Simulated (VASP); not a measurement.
# ZnS (Wurtzite-2H) in VASP: notebook, part 2 of 3

VASP 6.6.1. Earlier steps stand in the parts before.

### Step 3. Single point, PBEsol

Contents of INCAR:

```
SYSTEM = ZnS
PREC     = Accurate       ! precision mode
ENCUT    = 520            ! plane-wave cutoff, eV
EDIFF    = 1E-7           ! SCF threshold, eV
ISMEAR   = -1             ! smearing method
SIGMA    = 0.05           ! smearing width, eV
LREAL    = .FALSE.        ! projectors in reciprocal space
LASPH    = .TRUE.         ! aspherical terms in the spheres
NELM     = 100            ! most SCF steps
ALGO     = Normal         ! electronic algorithm
ISIF     = 2              ! what is computed and relaxed
LWAVE    = .FALSE.        ! write WAVECAR
LCHARG   = .TRUE.         ! write CHGCAR
GGA      = PS             ! functional
LELF     = .TRUE.         ! ELF
LVHAR    = .TRUE.       
NBANDS   = 26             ! bands
```

Contents of KPOINTS:

```
regular mesh
0
G
  6 6 3
  0 0 0
```

Contents of POSCAR:

```
ZnS
1.0
    3.8110000000      0.0000000000      0.0000000000
   -1.9055000000      3.3004228138      0.0000000000
    0.0000000000      0.0000000000      6.2340000000
Zn S
2 2
Direct
    0.6663970000      0.3315460000      0.5002410000
    0.3325680000      0.6880830000      0.0055960000
    0.6813350000      0.3426400000      0.8798910000
    0.3236270000      0.6665860000      0.3899440000
```

Potentials or basis: VASP PAW PBE potentials, release 64 (Zn, S).

Launch:

```bash
> cat potpaw_PBE.64/Zn/POTCAR potpaw_PBE.64/S/POTCAR > POTCAR
> mpirun -np 1 vasp_std > vasp.out
```

OUTCAR:

```text
SYSTEM = ZnS
   PREC = Accurate
   ENCUT = 520
   EDIFF = 1E-7
   ISMEAR = -1
   LREAL = .FALSE.
   LASPH = .TRUE.
   NELM = 100
   ISIF = 2
   GGA = PS

 ion  position               nearest neighbor table
   1  0.666  0.332  0.500-   4 2.28   4 2.30   4 2.34   3 2.37
   2  0.333  0.688  0.006-   3 2.29   3 2.30   4 2.40   3 2.42
   3  0.681  0.343  0.880-   2 2.29   2 2.30   1 2.37   2 2.42
   4  0.324  0.667  0.390-   1 2.28   1 2.30   1 2.34   2 2.40

  LATTYP: Found a hexagonal cell.
 ALAT       =     3.8110000000
 C/A-ratio  =     1.6357911309

  Lattice vectors:

 A1 = (   3.8110000000,   0.0000000000,   0.0000000000)
 A2 = (  -1.9055000000,   3.3004228138,   0.0000000000)
 A3 = (   0.0000000000,   0.0000000000,   6.2340000000)

Analysis of symmetry for initial positions (statically):
=====================================================================
 Subroutine PRICEL returns:
 Original cell was already a primitive cell.

 Routine SETGRP: Setting up the symmetry group for a
 hexagonal supercell.

 Subroutine GETGRP returns: Found  1 space group operations
 (whereof  1 operations were pure point group operations)
 out of a pool of 24 trial point group operations.

The static configuration has the point symmetry C_1 .

Analysis of symmetry for dynamics (positions and initial velocities):
=====================================================================
 Subroutine PRICEL returns:
 Original cell was already a primitive cell.

 Routine SETGRP: Setting up the symmetry group for a
 hexagonal supercell.

 Subroutine GETGRP returns: Found  1 space group operations
 (whereof  1 operations were pure point group operations)
 out of a pool of 24 trial point group operations.

The dynamic configuration has the point symmetry C_1 .

 Subroutine INISYM returns: Found  1 space group operations
 (whereof  1 operations are pure point group operations),
 and found     1 'primitive' translations

----------------------------------------------------------------------------------------

                                     Primitive cell

  volume of cell :      78.4107

  direct lattice vectors                    reciprocal lattice vectors
     3.811000000  0.000000000  0.000000000     0.262398321  0.151495741  0.000000000
    -1.905500000  3.300422814  0.000000000     0.000000000  0.302991482  0.000000000
     0.000000000  0.000000000  6.234000000     0.000000000  0.000000000  0.160410651

  length of vectors
     3.811000000  3.811000000  6.234000000     0.302991482  0.302991482  0.160410651

  position of ions in fractional coordinates (direct lattice)
     0.666397000  0.331546000  0.500241000
     0.332568000  0.688083000  0.005596000
     0.681335000  0.342640000  0.879891000
     0.323627000  0.666586000  0.389944000

  ion indices of the primitive-cell ions
   primitive index   ion index
                 1           1
                 2           2
                 3           3
                 4           4

----------------------------------------------------------------------------------------

 KPOINTS: regular mesh

Automatic generation of k-mesh.
 Grid dimensions read from file:
 generate k-points for:    6    6    3

 Generating k-lattice:

  Cartesian coordinates                     Fractional coordinates (reciprocal lattice)
     0.043733053  0.025249290  0.000000000     0.166666667  0.000000000  0.000000000
     0.000000000  0.050498580  0.000000000     0.000000000  0.166666667  0.000000000
     0.000000000  0.000000000  0.053470217     0.000000000  0.000000000  0.333333333

  Length of vectors
     0.050498580  0.050498580  0.053470217

  Shift w.r.t. Gamma in fractional coordinates (k-lattice)
     0.000000000  0.000000000  0.000000000

 Subroutine IBZKPT returns following result:
 ===========================================

 Found     56 irreducible k-points:

 Following reciprocal coordinates:
            Coordinates               Weight
  0.000000  0.000000  0.000000      1.000000
  0.166667 -0.000000  0.000000      2.000000
  0.000000  0.166667  0.000000      2.000000
 -0.166667  0.166667  0.000000      2.000000
  0.333333  0.000000  0.000000      2.000000
  0.000000  0.333333  0.000000      2.000000
[... 16 lines left out ...]
  0.000000  0.166667  0.333333      2.000000
 -0.166667  0.166667  0.333333      2.000000
 [... further k-points ...]
   k-points           NKPTS =     56   k-points in BZ     NKDIM =     56   number of bands    NBANDS=     26
   number of dos      NEDOS =    301   number of ions     NIONS =      4
   total plane-waves  NPLWV =  37632
   dimension x,y,z NGX =    28 NGY =   28 NGZ =   48
   dimension x,y,z NGXF=    56 NGYF=   56 NGZF=   96
   ions per type =               2   2
   NGX,Y,Z   is equivalent  to a cutoff of  12.21, 12.21, 12.80 a.u.
   NGXF,Y,Z  is equivalent  to a cutoff of  24.43, 24.43, 25.60 a.u.
 SYSTEM =  ZnS
   PREC   = accura    normal or accurate (medium, high low for compatibility)
   ISTART =      0    job   : 0-new  1-cont  2-samecut
   ICHARG =      2    charge: 1-file 2-atom 10-const
   ISPIN  =      1    spin polarized calculation?
   LNONCOLLINEAR =      F non collinear calculations
   LSORBIT =      F    spin-orbit coupling
   LASPH  =      T    aspherical Exc in radial PAW
   ENCUT  =  520.0 eV  38.22 Ry    6.18 a.u.   7.09  7.09 11.59*2*pi/ulx,y,z
   NELM   =    100;   NELMIN=  2; NELMDL= -5     # of ELM steps
   EDIFF  = 0.1E-06   stopping-criterion for ELM
   LREAL  =      F    real-space projection
   EDIFFG = 0.1E-05   stopping-criterion for IOM
   NSW    =      0    number of steps for IOM
   IBRION =     -1    ionic relax: 0-MD 1-quasi-New 2-CG
   NFREE  =      0    steps in history (QN), initial steepest desc. (CG)
   ISIF   =      2    stress and relaxation
   ISYM   =      2    0-nonsym 1-usesym 2-fastsym
   POTIM  = 0.5000    time-step for ionic-motion
   TEBEG  =    0.0;   TEEND  =   0.0 temperature during run
   PSTRESS=    0.0 pullay stress
   NELECT =      36.0000    total number of electrons
   NUPDOWN=      -1.0000    fix difference up-down
   EMIN   =  10.00;   EMAX   =-10.00  energy-range for DOS
   EFERMI =   0.00;   METHOD = LEGACY
   ISMEAR =    -1;   SIGMA  =   0.05  broadening in eV -4-tet -1-fermi 0-gaus
   EFERMI_NEDOS =   21; number of points for ismear=-14 and -15
   IALGO  =     38    algorithm
   IMIX   =      4    mixing-type and parameters
     AMIX     =   0.40;   BMIX     =  1.00
     AMIX_MAG =   1.60;   BMIX_MAG =  1.00
  volume/ion in A,a.u.               =      19.60       132.29
  Fermi-wavevector in a.u.,A,eV,Ry     =   1.262943  2.386617 21.701647  1.595026
  Thomas-Fermi vector in A             =   2.396326
   LORBIT       =      0    0 simple, 1 ext, 2 COOP (PROOUT), +10 PAW based schemes
   GGA     = PS    functional components
   LHFCALC =     F    Hartree Fock is set to
   AEXX    =    0.0000 exact exchange contribution
   IVDW    =     0    specifies the selected vdW correction
   LEPSILON=     F    determine dielectric tensor
   LRPA    =     F    only Hartree local field effects (RPA)
 non-spin polarized calculation
  energy-cutoff  :      520.00
  volume of cell :       78.41
 maximum number of plane-waves:      2133
   NGX = 15   NGY = 15   NGZ = 23

 number of electron      35.9999991 magnetization

 Free energy of the ion-electron system (eV)
  ---------------------------------------------------
  ext. energy  EPLUGINS =         0.00000000
  ---------------------------------------------------
  free energy    TOTEN  =       -15.10568673 eV

  energy without entropy =      -15.10568673  energy(sigma->0) =      -15.10568673

 E-fermi :   3.1676     XC(G=0):  -9.8696

 val. band max:        2.1190763081   @ k =   0.0000   0.0000   0.0000
 cond. band min:       4.1768809979   @ k =   0.0000   0.0000   0.0000
 fundamental gap:      2.0578046898
 Fermi energy:         3.1676452333

 k-point     1 :       0.0000    0.0000    0.0000
  band No.  band energies     occupation
      1     -11.1483      2.00000
      2     -10.1828      2.00000
      3      -4.4027      2.00000
      4      -4.3584      2.00000
      5      -4.2934      2.00000
      6      -4.2457      2.00000
[... 18 lines left out ...]
     25       9.8607      0.00000
     26      11.2170      0.00000
[... 644 lines left out ...]
      4      -4.3473      2.00000
      5      -4.2807      2.00000
      6      -4.2253      2.00000
[... 18 lines left out ...]
     25      10.0228      0.00000
     26      10.1034      0.00000

 [... further k-points ...]
[... 5 lines left out ...]
  --------------------------------------------------------------------------------------
  -------------------------------------------------------------------------------------
  Total       -0.3542600     -0.0994944     -0.9626365      0.6611643     -0.0769174      0.0846690
  in kB       -7.2386464     -2.0329833    -19.6696922     13.5096671     -1.5716636      1.7300541
  external PRESSURE =      -9.6471073 kB  Pullay stress =       0.0000000 kB

 VOLUME and BASIS-vectors are now :
 -----------------------------------------------------------------------------
  energy-cutoff  :      520.00
  volume of cell :       78.41
      direct lattice vectors                 reciprocal lattice vectors
     3.811000000  0.000000000  0.000000000     0.262398321  0.151495741  0.000000000
    -1.905500000  3.300422814  0.000000000     0.000000000  0.302991482  0.000000000
     0.000000000  0.000000000  6.234000000     0.000000000  0.000000000  0.160410651

 POSITION                                       TOTAL-FORCE (eV/Angst)
 -----------------------------------------------------------------------------------
      1.90788      1.09424      3.11850        -0.239782      0.020079      0.327095
     -0.04373      2.27096      0.03489         0.396045     -0.189911      0.172458
      1.94367      1.13086      5.48524        -0.450893      0.144057      0.068179
     -0.03684      2.20002      2.43091         0.294630      0.025775     -0.567732
 -----------------------------------------------------------------------------------
    total drift:                                0.000178      0.000457     -0.000398

  FREE ENERGIE OF THE ION-ELECTRON SYSTEM (eV)
  ---------------------------------------------------
  free  energy   TOTEN  =       -15.1056867272 eV

  energy  without entropy=      -15.1056867271  energy(sigma->0) =      -15.10568673
```

Wall time 81 s (1 thread of Intel Xeon Platinum 8259CL at 2.50GHz (Skylake/Cascade Lake), shared host); peak memory 0.24 GiB.

What came out:

| Quantity | Value |
| --- | --- |
| Free energy | -15.1057 eV |
| Pressure | -1.0 GPa |
| Largest force | 0.640 eV/Å |
| Band gap on the k mesh | 2.06 eV, direct |

Forces in eV/Å, atoms in the order of the input:
```
Zn  -0.240  0.020  0.327
Zn   0.396 -0.190  0.172
S   -0.451  0.144  0.068
S    0.295  0.026 -0.568
```

Caveat: the PAW data sets were made with another functional, which shifts forces and pressure a little.

### Step 4. Single point, PBEsol

Contents of INCAR:

```
  PREC = Accurate
  ENCUT = 520
  EDIFF = 1E-7
  ISMEAR = -1
  SIGMA = 0.05
  LREAL = F
  LASPH = T
  NELM = 60
  ALGO = Normal
  ISIF = 2
  LWAVE = F
  LCHARG = F
  GGA = PS
  NBANDS = 26
```

Contents of KPOINTS:

```
regular mesh
0
Gamma
  11 11 6
```

Contents of POSCAR:

```
ZnS
1.0
    3.8110000000      0.0000000000      0.0000000000
   -1.9055000000      3.3004228138      0.0000000000
    0.0000000000      0.0000000000      6.2340000000
Zn S
2 2
Direct
    0.6666666667      0.3333333333      0.5000000000
    0.3333333333      0.6666666667      0.0000000000
    0.6666666667      0.3333333333      0.8850000000
    0.3333333333      0.6666666667      0.3850000000
```

Launch:

```bash
> cat potpaw_PBE.64/Zn/POTCAR potpaw_PBE.64/S/POTCAR > POTCAR
> mpirun -np 1 vasp_std > vasp.out
```

Wall time 86 s (1 thread of Intel Xeon Platinum 8259CL at 2.50GHz (Skylake/Cascade Lake), shared host); peak memory 0.25 GiB.

It converged, with:

```
Free energy            : -15.1420 eV
Pressure               : -1.1 GPa
Largest force          : 0.308 eV/Å
Band gap on the k mesh : 2.12 eV, direct
```

Forces on the atoms (eV/Å):
```
Zn   0.000  0.000  0.308
Zn   0.000  0.000  0.308
S    0.000  0.000 -0.308
S    0.000  0.000 -0.308
```

Stress tensor (GPa, compression positive):
```
-0.49  0.00  0.00
 0.00 -0.49  0.00
 0.00  0.00 -2.33
```

Levels at points of the mesh, in eV from the valence-band top:
| k point | band 16 | band 17 | band 18 | band 19 | band 20 | band 21 |
| --- | --- | --- | --- | --- | --- | --- |
| (0.00, 0.00, 0.00) | -0.01 | -0.01 | 0.00 | 2.12 | 2.88 | 6.21 |
| (0.00, 0.00, 0.50) | -0.46 | -0.46 | -0.46 | 3.40 | 3.40 | 6.64 |

Caveat: the PAW data sets were made with another functional, which shifts forces and pressure a little.

### Step 5. Single point, PBEsol

Contents of INCAR:

```
ALGO = Normal ; EDIFF = 1E-6
ENCUT = 520 ; GGA = PS
ISIF = 2 ; ISMEAR = -1
LASPH = True ; LCHARG = False
LREAL = False ; LWAVE = False
NBANDS = 26 ; NELM = 60
PREC = Accurate ; SIGMA = 0.05
```

Contents of KPOINTS:

```
k-points
0
Gamma
  13 13 7
```

POSCAR is that of step 4.

Potentials or basis: VASP PAW PBE potentials, release 64 (Zn, S).

Launch:

```bash
> cat potpaw_PBE.64/Zn/POTCAR potpaw_PBE.64/S/POTCAR > POTCAR
> mpirun -np 1 vasp_std > vasp.out
```

OUTCAR:

```text
EDIFF = 1E-6
   ENCUT = 520
   GGA = PS
   ISIF = 2
   ISMEAR = -1
   LASPH = True
   LREAL = False
   NELM = 60
   PREC = Accurate

 ion  position               nearest neighbor table
   1  0.667  0.333  0.500-   4 2.31   4 2.31   4 2.31   3 2.40
   2  0.333  0.667  0.000-   3 2.31   3 2.31   3 2.31   4 2.40
   3  0.667  0.333  0.885-   2 2.31   2 2.31   2 2.31   1 2.40
   4  0.333  0.667  0.385-   1 2.31   1 2.31   1 2.31   2 2.40

  LATTYP: Found a hexagonal cell.
 ALAT       =     3.8110000000
 C/A-ratio  =     1.6357911309

  Lattice vectors:

 A1 = (   3.8110000000,   0.0000000000,   0.0000000000)
 A2 = (  -1.9055000000,   3.3004228138,   0.0000000000)
 A3 = (   0.0000000000,   0.0000000000,   6.2340000000)

Analysis of symmetry for initial positions (statically):
=====================================================================
 Subroutine PRICEL returns:
 Original cell was already a primitive cell.

 Routine SETGRP: Setting up the symmetry group for a
 hexagonal supercell.
[... 163 lines left out ...]

 Free energy of the ion-electron system (eV)
  ---------------------------------------------------
  ext. energy  EPLUGINS =         0.00000000
  ---------------------------------------------------
  free energy    TOTEN  =       -15.14200070 eV

  energy without entropy =      -15.14200070  energy(sigma->0) =      -15.14200070

 E-fermi :   3.0256     XC(G=0):  -9.8697

 val. band max:        2.0699232076   @ k =   0.0000   0.0000   0.0000
 cond. band min:       4.1855822485   @ k =   0.0000   0.0000   0.0000
 fundamental gap:      2.1156590409
 Fermi energy:         3.0256143000

 k-point     1 :       0.0000    0.0000    0.0000
  band No.  band energies     occupation
      1     -11.1395      2.00000
      2     -10.1984      2.00000
      3      -4.3332      2.00000
      4      -4.3332      2.00000
      5      -4.2696      2.00000
      6      -4.2696      2.00000
[... 685 lines left out ...]
     25      10.2045      0.00000
     26      10.4681      0.00000

 [... further k-points ...]
[... 5 lines left out ...]
  --------------------------------------------------------------------------------------
  -------------------------------------------------------------------------------------
  Total       -0.2396007     -0.2396007     -1.1418317      0.0000000      0.0000000      0.0000000
  in kB       -4.8957968     -4.8957968    -23.3312157      0.0000000      0.0000000      0.0000000
  external PRESSURE =     -11.0409364 kB  Pullay stress =       0.0000000 kB

 VOLUME and BASIS-vectors are now :
 -----------------------------------------------------------------------------
  energy-cutoff  :      520.00
  volume of cell :       78.41
      direct lattice vectors                 reciprocal lattice vectors
     3.811000000  0.000000000  0.000000000     0.262398321  0.151495741  0.000000000
    -1.905500000  3.300422814  0.000000000     0.000000000  0.302991482  0.000000000
     0.000000000  0.000000000  6.234000000     0.000000000  0.000000000  0.160410651

 POSITION                                       TOTAL-FORCE (eV/Angst)
 -----------------------------------------------------------------------------------
      1.90550      1.10014      3.11700         0.000000      0.000000      0.308575
     -0.00000      2.20028      0.00000         0.000000      0.000000      0.308575
      1.90550      1.10014      5.51709        -0.000000      0.000000     -0.308575
     -0.00000      2.20028      2.40009        -0.000000      0.000000     -0.308575
 -----------------------------------------------------------------------------------
    total drift:                               -0.000000     -0.000000     -0.000119

  FREE ENERGIE OF THE ION-ELECTRON SYSTEM (eV)
  ---------------------------------------------------
  free  energy   TOTEN  =       -15.1420007004 eV

  energy  without entropy=      -15.1420007003  energy(sigma->0) =      -15.14200070
```

OSZICAR:

```text
N       E                     dE             d eps       ncg     rms          rms(c)
DAV:   1     0.244996783094E+03    0.24500E+03   -0.17042E+04  4368   0.166E+03
DAV:   2     0.865877329271E+01   -0.23634E+03   -0.22597E+03  4514   0.352E+02
DAV:   3    -0.153552900130E+02   -0.24014E+02   -0.23770E+02  5246   0.112E+02
DAV:   4    -0.159474071259E+02   -0.59212E+00   -0.59079E+00  5086   0.176E+01
DAV:   5    -0.159564857590E+02   -0.90786E-02   -0.90758E-02  5318   0.217E+00    0.961E+00
DAV:   6    -0.151540415039E+02    0.80244E+00   -0.17785E+00  5980   0.401E+01    0.737E+00
DAV:   7    -0.151511513185E+02    0.28902E-02   -0.11681E+00  4638   0.667E+00    0.325E+00
DAV:   8    -0.151421394433E+02    0.90119E-02   -0.29364E-02  5666   0.174E+00    0.835E-01
DAV:   9    -0.151417813784E+02    0.35806E-03   -0.90706E-03  5912   0.145E+00    0.210E-01
DAV:  10    -0.151418776350E+02   -0.96257E-04   -0.52747E-04  5386   0.304E-01    0.107E-01
DAV:  11    -0.151420003324E+02   -0.12270E-03   -0.18997E-04  4538   0.934E-02    0.431E-02
DAV:  12    -0.151419986721E+02    0.16603E-05   -0.89429E-06  5602   0.654E-02    0.953E-03
DAV:  13    -0.151420009200E+02   -0.22479E-05   -0.48342E-06  4500   0.115E-02    0.310E-03
DAV:  14    -0.151420007004E+02    0.21965E-06   -0.24924E-07  2692   0.821E-03
   1 F= -.15142001E+02 E0= -.15142001E+02  d E =-.906814E-10
```

Wall time 2.3 min (1 thread of Intel Xeon Platinum 8259CL at 2.50GHz (Skylake/Cascade Lake), shared host); peak memory 0.28 GiB.

Results:

```yaml
Free_energy: -15.1420 eV
Pressure: -1.1 GPa
Largest_force: 0.309 eV/Å
Band_gap_on_the_k_mesh: 2.12 eV, direct
```

Forces on the atoms (eV/Å):
```
Zn   0.000  0.000  0.309
Zn   0.000  0.000  0.309
S    0.000  0.000 -0.309
S    0.000  0.000 -0.309
```

Levels at points of the mesh, in eV from the valence-band top:
```csv
k point,band 15,band 16,band 17,band 18,band 19,band 20,band 21,band 22
"(0.00, 0.00, 0.00)",-0.87,-0.01,-0.01,0.00,2.12,2.88,6.21,6.21
```

Caveat: the PAW data sets were made with another functional, which shifts forces and pressure a little.

(Continued in part 3 of 3.)
